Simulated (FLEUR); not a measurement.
# Nb (Fm-3m) in FLEUR: further runs, part 2 of 2

FLEUR MaX-R8.1 (later development tree). Earlier steps stand in the parts before.

### 3 Band structure, LDA (Perdew-Zunger)+U, collinear spin, ferromagnetic start (cell strained at random at fixed volume)

File inp.xml:

```xml
<?xml version="1.0" encoding="UTF-8" standalone="no"?>
<fleurInput fleurInputVersion="0.39">
   <comment>
      Nb                                                                                                  
   </comment>
   <calculationSetup>
      <cutoffs Kmax="3.5" Gmax="17.5" GmaxXC="17.5" numbands="0"/>
      <scfLoop itmax="100" minDistance="0.0002" maxIterBroyd="50" imix="Anderson" alpha="0.05" precondParam="0.0" spinf="2.0" sdNocoIR="T"/>
      <coreElectrons ctail="T" frcor="F" kcrel="0" coretail_lmax="0"/>
      <xcFunctional name="pz" relativisticCorrections="F"/>
      <magnetism jspins="2"/>
      <soc l_soc="F" theta="0.0" phi="0.0" spav="F"/>
      <expertModes spex="0" secvar="F"/>
      <geometryOptimization l_f="F" forcealpha="1.0" forcemix="BFGS" epsdisp="0.00001" epsforce="0.00001"/>
      <ldaU l_linMix="F" mixParam="0.05" spinf="1.0"/>
   </calculationSetup>
   <cell>
      <bzIntegration valenceElectrons="13.0" mode="gauss" fermiSmearingEnergy="0.00367493">
         <kPointListSelection listName="default-1"/>
         <!-- k-points included here -->
         <xi:include xmlns:xi="http://www.w3.org/2001/XInclude" href="kpts.xml"> </xi:include>
      </bzIntegration>
      <!-- symmetry operations included here -->
      <xi:include xmlns:xi="http://www.w3.org/2001/XInclude" href="sym.xml"> </xi:include>
      <bulkLattice scale="1.0">
         <bravaisMatrix>
            <row-1>    0.0204619544771688     3.9908143367842608     3.9387599409560292</row-1>
            <row-2>    4.0603940526920326    -0.0189671811126102     3.9781890765458074</row-2>
            <row-3>    4.0289490099786889     3.9987984296606958     0.0124778616007338</row-3>
         </bravaisMatrix>
      </bulkLattice>
   </cell>
   <atomSpecies>
      <species name="Niobium (N.500" element="Nb" atomicNumber="41">
         <mtSphere radius="2.6" gridPoints="859" logIncrement="0.015"/>
         <atomicCutoffs lmax="9" lnonsphr="7"/>
         <electronConfig flipSpins="F">
            <coreConfig>(1s1/2) (2s1/2) (2p1/2) (2p3/2) (3s1/2) (3p1/2) (3p3/2) (3d3/2) (3d5/2)</coreConfig>
            <valenceConfig>(4s1/2) (4p1/2) (4p3/2) (5s1/2) (4d3/2) (4d5/2)</valenceConfig>
            <stateOccupation state="(5s1/2)" spinUp="0.5" spinDown="0.5"/>
            <stateOccupation state="(4d3/2)" spinUp="0.8" spinDown="0.8"/>
            <stateOccupation state="(4d5/2)" spinUp="1.45" spinDown="0.95"/>
         </electronConfig>
         <energyParameters s="5" p="5" d="4" f="4"/>
         <ldaU l="2" U="2" J="0.0" l_amf="F"/>
         <lo type="SCLO" l="0" n="4" eDeriv="0"/>
         <lo type="SCLO" l="1" n="4" eDeriv="0"/>
         <lo type="SCLO" l="1" n="4" eDeriv="1"/>
         <lo type="SCLO" l="3" n="4" eDeriv="2"/>
      </species>
   </atomSpecies>
   <atomGroups>
      <atomGroup species="Niobium (N.500">
         <relPos label="                   1">.0000000000 .0000000000 .0000000000</relPos>
         <force calculate="T" relaxXYZ="TTT"/>
      </atomGroup>
   </atomGroups>
   <output dos="F" band="F" slice="F">
      <checks vchk="F" cdinf="F"/>
      <bandDOS minEnergy="-.5*Htr" maxEnergy="0.5*Htr" sigma="0.015" storeEVData="T"/>
      <vacuumDOS vacdos="F" integ="F" star="F" nstars="0" locx1="0.0" locy1="0.0" locx2="0.0" locy2="0.0" nstm="0" tworkf="0.0"/>
      <unfoldingBand unfoldBand="F" supercellX="1" supercellY="1" supercellZ="1"/>
      <plotting iplot="0" polar="F">
         <plot TwoD="T" vec1="  1.0  0.0  0.0" vec2="  0.0  1.0  0.0" vec3="  0.0  0.0  1.0" zero="  0.0  0.0  0.0" file="plot"/>
      </plotting>
      <chargeDensitySlicing numkpt="0" minEigenval="0.0" maxEigenval="0.0" nnne="0" pallst="F"/>
      <specialOutput eonly="F"/>
      <moessbauerParams electricFieldGradient="T" isomerShift="T" coreHyperfine="T" valenceHyperfine="T"/>
      <magneticCircularDichroism mcd="F" energyLo="-10.0" energyUp="0.0"/>
   </output>
  <!-- We include the file relax.xml here to enable relaxations (see documentation) -->
  <xi:include xmlns:xi="http://www.w3.org/2001/XInclude" href="relax.xml"> <xi:fallback/> </xi:include>
</fleurInput>
```

File crystal.txt:

```
Nb
&input cartesian=F /
0.0108280000  2.1118480000  2.0843020000
2.1486680000  -0.0100370000  2.1051670000
2.1320280000  2.1160730000  0.0066030000
1.8897261246
1.0 1.0 1.0

1
41 0.0107420000  -0.0100610000  0.0028150000 : 0.500

&kpt div1=7 div2=7 div3=7 gamma=T /
```

File inp.xml (bands):

```
<?xml version="1.0" encoding="UTF-8" standalone="no"?>
<fleurInput fleurInputVersion="0.39">
   <comment>
      Nb                                                                                                  
   </comment>
   <calculationSetup>
      <cutoffs Kmax="3.5" Gmax="17.5" GmaxXC="17.5" numbands="0"/>
      <scfLoop itmax="100" minDistance="0.0002" maxIterBroyd="50" imix="Anderson" alpha="0.05" precondParam="0.0" spinf="2.0" sdNocoIR="T"/>
      <coreElectrons ctail="T" frcor="F" kcrel="0" coretail_lmax="0"/>
      <xcFunctional name="pz" relativisticCorrections="F"/>
      <magnetism jspins="2"/>
      <soc l_soc="F" theta="0.0" phi="0.0" spav="F"/>
      <expertModes spex="0" secvar="F"/>
      <geometryOptimization l_f="F" forcealpha="1.0" forcemix="BFGS" epsdisp="0.00001" epsforce="0.00001"/>
      <ldaU l_linMix="F" mixParam="0.05" spinf="1.0"/>
   </calculationSetup>
   <cell>
      <bzIntegration valenceElectrons="13.0" mode="gauss" fermiSmearingEnergy="0.00367493">
         <kPointListSelection listName="path-1"/>
         <!-- k-points included here -->
         <xi:include xmlns:xi="http://www.w3.org/2001/XInclude" href="kpts.xml"> </xi:include>
      </bzIntegration>
      <!-- symmetry operations included here -->
      <xi:include xmlns:xi="http://www.w3.org/2001/XInclude" href="sym.xml"> </xi:include>
      <bulkLattice scale="1.0">
         <bravaisMatrix>
            <row-1>    0.0204619544771688     3.9908143367842608     3.9387599409560292</row-1>
            <row-2>    4.0603940526920326    -0.0189671811126102     3.9781890765458074</row-2>
            <row-3>    4.0289490099786889     3.9987984296606958     0.0124778616007338</row-3>
         </bravaisMatrix>
      </bulkLattice>
   </cell>
   <atomSpecies>
      <species name="Niobium (N.500" element="Nb" atomicNumber="41">
         <mtSphere radius="2.6" gridPoints="859" logIncrement="0.015"/>
         <atomicCutoffs lmax="9" lnonsphr="7"/>
         <electronConfig flipSpins="F">
            <coreConfig>(1s1/2) (2s1/2) (2p1/2) (2p3/2) (3s1/2) (3p1/2) (3p3/2) (3d3/2) (3d5/2)</coreConfig>
            <valenceConfig>(4s1/2) (4p1/2) (4p3/2) (5s1/2) (4d3/2) (4d5/2)</valenceConfig>
            <stateOccupation state="(5s1/2)" spinUp="0.5" spinDown="0.5"/>
            <stateOccupation state="(4d3/2)" spinUp="0.8" spinDown="0.8"/>
            <stateOccupation state="(4d5/2)" spinUp="1.45" spinDown="0.95"/>
         </electronConfig>
         <energyParameters s="5" p="5" d="4" f="4"/>
         <ldaU l="2" U="2" J="0.0" l_amf="F"/>
         <lo type="SCLO" l="0" n="4" eDeriv="0"/>
         <lo type="SCLO" l="1" n="4" eDeriv="0"/>
         <lo type="SCLO" l="1" n="4" eDeriv="1"/>
         <lo type="SCLO" l="3" n="4" eDeriv="2"/>
      </species>
   </atomSpecies>
   <atomGroups>
      <atomGroup species="Niobium (N.500">
         <relPos label="                   1">.0000000000 .0000000000 .0000000000</relPos>
         <force calculate="T" relaxXYZ="TTT"/>
      </atomGroup>
   </atomGroups>
   <output dos="F" band="T" slice="F">
      <checks vchk="F" cdinf="F"/>
      <bandDOS minEnergy="-.5*Htr" maxEnergy="0.5*Htr" sigma="0.015" storeEVData="T"/>
      <vacuumDOS vacdos="F" integ="F" star="F" nstars="0" locx1="0.0" locy1="0.0" locx2="0.0" locy2="0.0" nstm="0" tworkf="0.0"/>
      <unfoldingBand unfoldBand="F" supercellX="1" supercellY="1" supercellZ="1"/>
      <plotting iplot="0" polar="F">
         <plot TwoD="T" vec1="  1.0  0.0  0.0" vec2="  0.0  1.0  0.0" vec3="  0.0  0.0  1.0" zero="  0.0  0.0  0.0" file="plot"/>
      </plotting>
      <chargeDensitySlicing numkpt="0" minEigenval="0.0" maxEigenval="0.0" nnne="0" pallst="F"/>
      <specialOutput eonly="F"/>
      <moessbauerParams electricFieldGradient="T" isomerShift="T" coreHyperfine="T" valenceHyperfine="T"/>
      <magneticCircularDichroism mcd="F" energyLo="-10.0" energyUp="0.0"/>
   </output>
  <!-- We include the file relax.xml here to enable relaxations (see documentation) -->
  <xi:include xmlns:xi="http://www.w3.org/2001/XInclude" href="relax.xml"> <xi:fallback/> </xi:include>
</fleurInput>
```

Potentials or basis: all-electron, FLAPW.

Started as:

```sh
$ inpgen -f crystal.txt -profile veryFastHighL
$ # inp.xml edited to the form shown
$ fleur_MPI
$ fleur_MPI   # second run, on inp.xml (bands)
```

Wall time 78 s (1 thread of AMD EPYC 7R43 (Zen 3), shared host); peak memory 0.12 GiB.

It converged, with:

| Property | Result |
| --- | --- |
| Free energy | -103848.4516 eV |
| Band gap along the path | none (metal or under the smearing width) |
| Net moment | 0.00 μB per cell |
| Valence electrons inside the program's atomic spheres | Nb 11.23 (radii Nb 2.6 bohr) |

Levels at the corners of the path, in eV from the Fermi level:
Spin up:
```
point  band 2  band 3  band 4  band 5  band 6  band 7  band 8  band 9  band 10  band 11
    X  -31.67  -30.67  -30.64   -3.92   -0.19    0.13    1.10    4.59     4.78    10.25
    Γ  -30.53  -30.51  -30.49   -6.46   -0.08    0.06    0.27    2.65     2.95    11.54
    Y  -31.66  -30.66  -30.62   -3.93   -0.16    0.16    1.02    4.62     4.71    10.13
    L  -31.59  -30.95  -30.89   -4.00   -3.31    3.25    4.75    5.10     5.31    10.65
    Γ  -30.53  -30.51  -30.49   -6.46   -0.08    0.06    0.27    2.65     2.95    11.54
    Z  -31.67  -30.69  -30.65   -3.92   -0.23    0.14    1.16    4.63     4.77    10.32
    N  -31.60  -30.95  -30.94   -4.00   -3.33    3.48    4.72    5.17     5.25    10.64
    Γ  -30.53  -30.51  -30.49   -6.46   -0.08    0.06    0.27    2.65     2.95    11.54
    M  -31.59  -30.92  -30.88   -4.01   -3.30    3.12    4.76    5.14     5.28    10.85
    R  -31.68  -30.69  -30.66   -3.92   -0.14    0.03    1.20    4.60     4.82    10.38
    Γ  -30.53  -30.51  -30.49   -6.46   -0.08    0.06    0.27    2.65     2.95    11.54
```
Spin down:
```csv
point,band 4,band 5,band 6,band 7,band 8,band 9
X,-30.64,-3.92,-0.19,0.13,1.10,4.59
Γ,-30.49,-6.46,-0.08,0.06,0.27,2.65
Y,-30.62,-3.93,-0.16,0.16,1.02,4.62
L,-30.89,-4.00,-3.31,3.25,4.75,5.10
Γ,-30.49,-6.46,-0.08,0.06,0.27,2.65
Z,-30.65,-3.92,-0.23,0.14,1.16,4.63
N,-30.94,-4.00,-3.33,3.48,4.72,5.17
Γ,-30.49,-6.46,-0.08,0.06,0.27,2.65
M,-30.88,-4.01,-3.30,3.12,4.76,5.14
R,-30.66,-3.92,-0.14,0.03,1.20,4.60
Γ,-30.49,-6.46,-0.08,0.06,0.27,2.65
```

Eigenvalues of the final occupation matrices:
```
       site  spin  trace               eigenvalues
atom type 1     1   1.33  0.21 0.22 0.29 0.30 0.31
atom type 1     2   1.33  0.21 0.22 0.29 0.30 0.31
```

Core levels (eV from the Fermi level):
| atom | levels |
| --- | --- |
| 1 Nb | 1s1/2 -18769.8, 2s1/2 -2622.8, 2p1/2 -2408.5, 2p3/2 -2312.9, 3s1/2 -434.3, 3p1/2 -353.5, 3p3/2 -338.0, 3d3/2 -194.9, 3d5/2 -192.0 |

Caveat: the k mesh is coarse (spacing up to 0.37 Å⁻¹), so the values aren't converged; with Gaussian smearing the program prints no entropy term, so the energy of a metal isn't a free energy; the U is typed as a test and isn't derived for this compound. The state reached can hang on the start; a lower one may exist.
